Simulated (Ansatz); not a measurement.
# The graphene bilayer (AB) between two gates, part 3 of 4

How do the bands of the graphene bilayer (AB) follow a displacement field between two gates?

Ansatz 0.2.0; plane-wave DFT, PBE-D3(BJ), Ansatz PAW.

So far, gap, the smaller of path and mesh (eV): step 4 (gated layer, displacement field 0.905 V/nm) 0.0790; step 5 (displacement field 1.81 V/nm) 0.161.

### 6. Gated layer, displacement field 2.71 V/nm

The input, input.yaml:

```yaml
crystal:
  lattice:
    - [2.4653622442, 0.0, 0.0]
    - [-1.2326811221, 2.1350663331, 0.0]
    - [0.0, 0.0, 36.8027358321]
  atoms:
    - { symbol: C, position: [0.6666666667, 0.3333333333, 0.4537840178] }
    - { symbol: C, position: [0.3333333333, 0.6666666667, 0.453770613] }
    - { symbol: C, position: [0.0, 0.0, 0.546229387] }
    - { symbol: C, position: [0.6666666667, 0.3333333333, 0.5462159822] }
  periodic: [true, true, false]
  symmetry: { detect: true }
kpoints:
  mp_grid: { grid: [66, 66, 1] }
  band_path:
    path: [[0, 0, 0], [0.5, 0, 0], [0.33333333, 0.33333333, 0], [0, 0, 0]]
    npoints: 16
hamiltonian:
  xc: pbe
  dispersion: d3bj
scf:
  occupations: { method: fermi_dirac, width: 0.02585 }
  convergence: { dr2_threshold: 1.0e-10 }
output:
  forces: true
  eigenvalues: true
  write_potential: true
  write_density: true
  volumetric_format: npy
external_charges:
  - { charge: 0, barrier: 10, axis: 3, height: 23.603, sigma: 0.25 }
  - { charge: -0.007896, axis: 3, height: 25.103, sigma: 0.5 }
  - { charge: 0, barrier: 10, axis: 3, height: 13.2, sigma: 0.25 }
  - { charge: 0.007896, axis: 3, height: 11.7, sigma: 0.5 }
```

On the command line:

```
ansatz run input.yaml --threads 4 --pin off --max-ram 8192MiB --backend cpu --events-out ev --progress --plain --runs-dir out
```

Numbers of over 12 decimals in the logs are rounded to 6 here.

The log of the run:

```text
[...]
Crystal: 4 atoms, lattice volume = 193.719 Å³
Basis set: ecut = 420 eV, 3657 PW (Γ), exchange–correlation on 36×36×500 points (8 copies of the dense FFT grid, shifted against one another)
Bands: 12, of which v1, the nominal top of the filled ones, is band 8 counted from 1 (7 counted from 0)
Symmetry: 6 space group operations
k-points: 397 of 4356 (time reversal used)
[...]
max |Σ_I F_I| component, the external charges' with the atoms': 1.24e-6 eV/Å
--- Band table (eV; the first three rows and the last of 397) ---
  k-point 0: bands = [... 4 lower, -7.4156, -7.4156, -7.1809, -7.1809, -0.4449, 0.6362, 3.1132, 3.9597]
  k-point 1: bands = [... 4 lower, -7.4382, -7.4276, -7.2035, -7.1929, -0.4377, 0.6433, 3.1194, 3.9634]
  k-point 2: bands = [... 4 lower, -7.5057, -7.4632, -7.2709, -7.2285, -0.4164, 0.6646, 3.1380, 3.9736]
  k-point 396: bands = [... 4 lower, -14.9445, -14.7080, -4.5942, -4.3894, -4.1470, -3.9261, 6.1955, 6.4441]
[key lines of the parts left out:]
SCF converged after 12 iterations
Free energy (F): -1004.212714 eV
Fermi energy:    -4.259156 eV
```

The job ended after 90 s (4 threads of Intel Xeon at 2.50GHz (Skylake/Cascade Lake), shared host; peak memory 1.2 GiB).

Electronic bands along the path, in eV, zero at the Fermi level of the run, which the smearing sets inside the gap:

```csv
point,band 5,band 6,band 7,band 8,band 9,band 10,band 11,band 12
Γ,-3.16,-3.16,-2.92,-2.92,3.81,4.90,7.37,8.22
halfway,-6.33,-5.45,-5.17,-4.94,5.74,6.73,7.13,7.41
M,-6.55,-6.31,-2.59,-2.18,1.50,1.91,7.23,7.53
halfway,-8.36,-8.12,-1.99,-1.58,1.33,1.62,9.74,10.09
K,-10.69,-10.45,-0.34,-0.13,0.11,0.33,10.45,10.70
halfway,-6.54,-6.30,-5.76,-4.90,6.20,6.39,6.53,7.45
Γ,-3.16,-3.16,-2.92,-2.92,3.81,4.90,7.37,8.22
```

The electronic bands as a text plot (rows in eV, shown from -8.1 to 6.1 only):

```
    5.8 |      ++  +++                             +  +  +++
    5.2 |  ++++  ++  +                             +   ++   ++++
    4.6 |++    ++     ++                         ++      +++    +
    4.0 |++++++         +                       +           +++++
    3.4 |               ++                      +
    2.8 |                +++                   +
    2.3 |                 +++                ++
    1.7 |                   +++++++++       +++
    1.1 |                          ++++   +++
    0.5 |                              +++++
   -0.1 |                              *++**
   -0.7 |                             *** **
   -1.3 |                          ****     *
   -1.9 |                    ********        **
   -2.5 |                 ********           ***
   -3.1 |****            ***                   **            ****
   -3.7 |  *****        **                      ***       *****
   -4.3 |    ****    ****                        ***     ****
   -4.9 |      * **** **                            ** *****
   -5.5 |      **  *****                           *  ****
   -6.1 |       ***** *********                     ******
   -6.6 |   **** **       *******                   ***** ***
   -7.2 |***   **  *            **                 *  *  *** ****
   -7.8 |******    *              **             ** **      *****
         Γ                   M           K                      Γ
```

The gap, the smaller of path and mesh, is 0.232 eV.

### 7. Gated layer, displacement field 3.62 V/nm

input.yaml: that of step 6 with these lines changed.

```diff
@@ -26,2 +26,3 @@
   eigenvalues: true
+  dos: { projected: true, e_range: [-3, 3], de: 0.01 }
   write_potential: true
@@ -29,6 +30,7 @@
   volumetric_format: npy
+  elf: true
 external_charges:
   - { charge: 0, barrier: 10, axis: 3, height: 23.603, sigma: 0.25 }
-  - { charge: -0.007896, axis: 3, height: 25.103, sigma: 0.5 }
+  - { charge: -0.010527, axis: 3, height: 25.103, sigma: 0.5 }
   - { charge: 0, barrier: 10, axis: 3, height: 13.2, sigma: 0.25 }
-  - { charge: 0.007896, axis: 3, height: 11.7, sigma: 0.5 }
+  - { charge: 0.010527, axis: 3, height: 11.7, sigma: 0.5 }
```

The log of the run:

```text
[...]
Crystal: 4 atoms, lattice volume = 193.719 Å³
Basis set: ecut = 420 eV, 3657 PW (Γ), exchange–correlation on 36×36×500 points (8 copies of the dense FFT grid, shifted against one another)
Bands: 12, of which v1, the nominal top of the filled ones, is band 8 counted from 1 (7 counted from 0)
Symmetry: 6 space group operations
k-points: 397 of 4356 (time reversal used)
[...]
max |Σ_I F_I| component, the external charges' with the atoms': 3.67e-6 eV/Å
--- Band table (eV; the first three rows and the last of 397) ---
  k-point 0: bands = [... 4 lower, -7.4543, -7.4543, -7.1455, -7.1455, -0.5365, 0.7012, 3.1240, 3.9208]
  k-point 1: bands = [... 4 lower, -7.4769, -7.4663, -7.1681, -7.1576, -0.5294, 0.7083, 3.1302, 3.9246]
  k-point 2: bands = [... 4 lower, -7.5444, -7.5020, -7.2356, -7.1932, -0.5080, 0.7295, 3.1488, 3.9349]
  k-point 396: bands = [... 4 lower, -14.9835, -14.6723, -4.6122, -4.4296, -4.1100, -3.9114, 6.1489, 6.4774]
[key lines of the parts left out:]
SCF converged after 11 iterations
Free energy (F): -1004.205869 eV
Fermi energy:    -4.260271 eV
```

Run time: 86 s. Hardware: 4 threads; peak memory 1.2 GiB.

Running mean over a fixed 2.5 Å (it still follows the layers) of the planar mean; beyond a gate it holds the 10 eV model barrier. Table of electron's electrostatic potential energy less the Fermi level by z:

```csv
z (Å),electron's electrostatic potential energy less the Fermi level (eV)
4,12.7
5,12.7
6,12.7
7,12.7
8,12.7
9,12.7
10,12.7
11,12.7
12,12.3
13,8.95
14,5.26
15,1.95
16,-7.90
17,-8.79
18,-2.27
19,-4.43
20,-8.62
21,-6.10
22,3.85
23,7.65
24,12.0
25,15.5
26,15.8
27,15.8
28,15.8
29,15.8
30,15.8
31,15.8
32,15.8
33,15.8
```

The gap, the smaller of path and mesh, is 0.239 eV.

### 8. Gated layer, displacement field -1.81 V/nm

input.yaml: that of step 7 with these lines changed.

```diff
@@ -33,4 +33,4 @@
   - { charge: 0, barrier: 10, axis: 3, height: 23.603, sigma: 0.25 }
-  - { charge: -0.010527, axis: 3, height: 25.103, sigma: 0.5 }
+  - { charge: 0.005264, axis: 3, height: 25.103, sigma: 0.5 }
   - { charge: 0, barrier: 10, axis: 3, height: 13.2, sigma: 0.25 }
-  - { charge: 0.010527, axis: 3, height: 11.7, sigma: 0.5 }
+  - { charge: -0.005264, axis: 3, height: 11.7, sigma: 0.5 }
```

The log of the run:

```text
[...]
Crystal: 4 atoms, lattice volume = 193.719 Å³
Basis set: ecut = 420 eV, 3657 PW (Γ), exchange–correlation on 36×36×500 points (8 copies of the dense FFT grid, shifted against one another)
Bands: 12, of which v1, the nominal top of the filled ones, is band 8 counted from 1 (7 counted from 0)
Symmetry: 6 space group operations
k-points: 397 of 4356 (time reversal used)
[...]
max |Σ_I F_I| component, the external charges' with the atoms': 5.30e-6 eV/Å
--- Band table (eV; the first three rows and the last of 397) ---
  k-point 0: bands = [... 4 lower, -7.3752, -7.3752, -7.2188, -7.2188, -0.3697, 0.5802, 3.1055, 4.0001]
  k-point 1: bands = [... 4 lower, -7.3978, -7.3872, -7.2414, -7.2308, -0.3626, 0.5873, 3.1117, 4.0038]
  k-point 2: bands = [... 4 lower, -7.4652, -7.4228, -7.3088, -7.2664, -0.3413, 0.6087, 3.1303, 4.0139]
  k-point 396: bands = [... 4 lower, -14.9037, -14.7463, -4.5801, -4.3476, -4.1863, -3.9378, 6.2418, 6.4075]
[key lines of the parts left out:]
SCF converged after 12 iterations
Free energy (F): -1004.217610 eV
Fermi energy:    -4.261093 eV
```

Run time: 89 s. Hardware: 4 threads; peak memory 1.2 GiB; 5.8 min of CPU time.

The gap, the smaller of path and mesh, is 0.161 eV.

### 9. The series together

This step: plane-wave DFT, PBE-D3(BJ), Ansatz PAW; response to a displacement field between two gates (Ansatz 0.2.0).

The potential behind each gate is read from every run and counted from the uncharged case.

Numbers from this step:

| Quantity | Value |
| --- | --- |
| electrostatic distance between the gates | 8.780 Å |
| geometric distance between the gates | 13.40 Å |

Electron's potential behind the upper gate less behind the lower, less the value without field. Table of step of the electron's potential energy between the gates by displacement field D/eps0:

```csv
displacement field D/eps0 (V/nm),step of the electron's potential energy between the gates (eV)
-1.81,-1.59
0.00,0
0.90,0.793
1.81,1.59
2.71,2.38
3.62,3.18
```

The smaller of the gaps on the path and on the k-mesh, counted as 0 under 0.03 eV. The gap by displacement field D/eps0:

```csv
displacement field D/eps0 (V/nm),gap (eV)
-1.81,0.161
0.00,0
0.90,0.079
1.81,0.161
2.71,0.232
3.62,0.239
```

By hand: 3.62 V/nm over the 13.40 Å between the sheets would give 4.85 V in vacuum; the run has 3.18 V, as over 8.77 Å.

### 10. The same run with other settings

This step: plane-wave DFT, PBE-D3(BJ), Ansatz PAW (Ansatz 0.2.0).

A run with a changed input: it repeats the earlier run at 0.905 V/nm with scf.mixing.algorithm to msr1, scf.mixing.beta to 0.05 and kpoints.mp_grid.shift to [0.5, 0.5, 0.0].

input.yaml, the sections that differ from step 8:

```yaml
kpoints:
  mp_grid: { grid: [66, 66, 1], shift: [0.5, 0.5, 0.0] }
  band_path:
    path: [[0, 0, 0], [0.5, 0, 0], [0.33333333, 0.33333333, 0], [0, 0, 0]]
    npoints: 16
scf:
  occupations: { method: fermi_dirac, width: 0.02585 }
  convergence: { dr2_threshold: 1.0e-10 }
  mixing: { algorithm: msr1, beta: 0.05 }
output:
  forces: true
  eigenvalues: true
  write_potential: true
  write_density: true
  volumetric_format: npy
external_charges:
  - { charge: 0, barrier: 10, axis: 3, height: 23.603, sigma: 0.25 }
  - { charge: -0.002632, axis: 3, height: 25.103, sigma: 0.5 }
  - { charge: 0, barrier: 10, axis: 3, height: 13.2, sigma: 0.25 }
  - { charge: 0.002632, axis: 3, height: 11.7, sigma: 0.5 }
# crystal, hamiltonian: as in step 8
```

The log of the run:

```text
Warning: crystal.symmetry: narrowed to the stabiliser of the k-point mesh — unitary ops 6 → 2; excluded 4 operations that carry a point of the 66×66×1 mesh (shift [0.5, 0.5, 0]) off the mesh (the run samples exactly the mesh kpoints.mp_grid names, as under crystal.symmetry.detect: false, and its converged state has the mesh's symmetry, not the crystal's; ε∞, the Born charges and the force constants of a linear response (`dielectric:` by the response, `phonons.method: dfpt`) are averaged over those of the crystal's operations that the state keeps within a tolerance, where `mesh_tensors`, `unaveraged_element` or `gamma_mean_max_change_ev_ang2` stands beside them; [rest of the remark cut]
[...]
Crystal: 4 atoms, lattice volume = 193.719 Å³
Basis set: ecut = 420 eV, 3657 PW (Γ), exchange–correlation on 36×36×500 points (8 copies of the dense FFT grid, shifted against one another)
Bands: 12, of which v1, the nominal top of the filled ones, is band 8 counted from 1 (7 counted from 0)
Symmetry: 2 space group operations
k-points: 1122 of 4356 (time reversal used)
[...]
SCF iter   1: F=—  HF=-1006.361853 eV  |F-HF|=—  |Δ(HF+E_count)|=         —  Δρ=5.54e-2  dr2=5.32e0  ethr=3.10e-3  ⟨swp⟩=14.4  Hψ=172158  notcnv=0
[...]
SCF iter  11: F=-1004.220525 eV  HF=-1004.220525 eV  |F-HF|=1.36e-11  |Δ(HF+E_count)|=  1.36e-10  Δρ=1.86e-7  dr2=4.76e-11  ethr=1.00e-12  ⟨swp⟩=13.9  Hψ=151291  notcnv=0
SCF 1 converged in 11 iterations: F = -1004.220525 eV  dr2 = 4.76e-11
[...]
SCF converged after 11 iterations
Free energy (F): -1004.220525 eV
[...]
Internal energy: -1004.220481 eV  (E = F + TS)
E sigma→0 (E₀):  -1004.220503 eV
Entropy (-TS):   -0.000044 eV (-0.011 meV/atom)
Fermi energy:    -4.260741 eV
[...]
--- Forces (eV/Å), atoms and charges each counted from 1 ---
  atom   1  C     -0.00038065     0.00021977    -0.00198713
  atom   2  C      0.00034798    -0.00020090     0.00122782
  atom   3  C     -0.00034746     0.00020061    -0.00239641
  atom   4  C      0.00038012    -0.00021946     0.00329205
  external charge   1     0.00000000     0.00000000     0.00148288
  external charge   2     0.00000000     0.00000000    -0.00011921
  external charge   3     0.00000000     0.00000000    -0.00162595
  external charge   4     0.00000000     0.00000000     0.00011893
  max |Σ_I F_I| component, the external charges' with the atoms': 7.02e-6 eV/Å
--- Band table (eV; the first three rows and the last of 1122) ---
  k-point 0: bands = [... 4 lower, -7.3517, -7.3437, -7.2750, -7.2670, -0.3140, 0.5466, 3.1054, 4.0429]
  k-point 1: bands = [... 4 lower, -7.4079, -7.3736, -7.3311, -7.2968, -0.2963, 0.5645, 3.1209, 4.0514]
  k-point 2: bands = [... 4 lower, -7.5081, -7.4314, -7.4262, -7.3496, -0.2644, 0.5966, 3.1488, 4.0652]
  k-point 1121: bands = [... 4 lower, -10.7241, -10.6439, -6.8210, -6.4751, -2.7126, -2.3698, 3.0288, 3.2230]
```

Run time: 4 min. Hardware: 4 threads; peak memory 2.7 GiB.

This step gave:

- gap along the path: 0.07893 eV
- smallest direct gap along the path: 0.07893 eV
- gap, the smaller of path and mesh: 0.07893 eV
- potential beyond the upper barrier and gate, less the barrier, from the Fermi level: 4.657 eV

The electronic bands at the labelled points (eV, zero at the Fermi level of the run, which the smearing sets inside the gap):

```csv
point,band 5,band 6,band 7,band 8,band 9,band 10,band 11,band 12
Γ,-3.07,-3.07,-3.00,-3.00,3.94,4.80,7.36,8.30
halfway,-6.31,-5.46,-5.09,-5.01,5.87,6.67,7.16,7.37
M,-6.46,-6.38,-2.55,-2.21,1.54,1.88,7.29,7.48
halfway,-8.28,-8.19,-1.95,-1.62,1.39,1.57,9.79,10.05
K,-10.60,-10.53,-0.31,-0.05,0.03,0.32,10.55,10.63
halfway,-6.46,-6.38,-5.74,-4.91,6.25,6.49,6.52,7.37
Γ,-3.07,-3.07,-3.00,-3.00,3.94,4.80,7.36,8.30
```

The electronic bands as a text plot (rows in eV, shown from -8.0 to 6.0 only):

```
    5.7 |      ++  + +                             +  +  +++
    5.2 |  ++++ +++  +                             +   +++  +++
    4.6 |++  +++      ++                         ++       +++  ++
    4.0 |++++           +                       +            ++++
    3.4 |               ++                      +
    2.8 |                +++                   +
    2.2 |                 +++                ++
    1.6 |                   +++++++++       +++
    1.0 |                           +++   +++
    0.5 |                              +++++
   -0.1 |                               *+
   -0.7 |                             *** **
   -1.3 |                           ***     *
   -1.9 |                      ******        **
   -2.5 |                 ********           ***
   -3.1 |***             ***                   **            ****
   -3.6 |  ****         **                      ***         ***
   -4.2 |    ****     ***                        ***      ***
   -4.8 |      * *******                            ** *****
   -5.4 |      *   ***                             *  ****
   -6.0 |       *** * ****                          ******
   -6.6 |    *** ***      ******                    ** ** ***
   -7.2 |****  **  *            **                 *  *  *   ****
   -7.8 | *****    *              *              ** **    ******
         Γ                   M           K                      Γ
```

```csv
quantity,this run,earlier run,difference
gap along the path (eV),0.07893,0.07902,-9.2e-5
smallest direct gap along the path (eV),0.07893,0.07902,-9.2e-5
"potential beyond the upper barrier and gate, less the barrier, from the Fermi level (eV)",4.657,4.660,-0.0032
```

Nothing in the table moves by 0.01 in its unit. The run took 11 SCF cycles against 13.

On this path the gap is direct, 0.08 eV, with the valence top at K and the conduction bottom at K.

(Part 3 of 4 ends here.)

[Logs are printed without paths, hosts, clocks, repeated set-up lines and the standing remarks that a program may print on its own settings, such as how far it seeks lower states.]

[Hosts, paths, dates, database ids (printed as entryN), source tags and the programs' standing remarks are cut or masked in the printed files.]

[Maps of the electrostatic potential energy from Ansatz leave out the sawtooth potential of an applied field or a dipole correction, so their vacuum need not be flat; planar profiles and work functions include it.]
